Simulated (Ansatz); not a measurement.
# What moves the pressure of Y?

```xyz
2
Lattice="3.6515 0.0000 0.0000 -1.8257 3.1623 0.0000 0.0000 0.0000 5.7474" Properties=species:S:1:pos:R:3 pbc="T T T"
Y     0.0000    2.1082    1.4368
Y     1.8257    1.0541    4.3106
```

Atoms are numbered in the order listed.

The cell is COD entry 1539818, as deposited and not checked against the literature; nothing was relaxed.

Theory: Ansatz 0.2.0, DFT, PBE, all-electron LAPW, scalar-relativistic.

Numerical set-up: a Γ-centred 12×12×7 k mesh, Fermi–Dirac smearing of 0.08 eV, basis error target 0.25 meV/atom, no spin polarisation.

In this reference run the pressure is -0.3 GPa (positive in compression). Each change below is made alone, on the same k mesh, with fractional coordinates held unless an atom is moved; x, y and z are the Cartesian axes.

(1) One change shifts the pressure by +3.6 GPa. Which?
A. volume scaled by 1.02
B. x and y strained by -4 %, z held
C. atom 2 (Y) moved by (0.0800, 0.0000, 0.0000) Å
D. volume scaled by 0.98

Answers

(1) B. The others give: volume scaled by 1.02, -0.8 GPa; atom 2 (Y) moved by (0.0800, 0.0000, 0.0000) Å, 0.0 GPa; volume scaled by 0.98, +0.8 GPa.
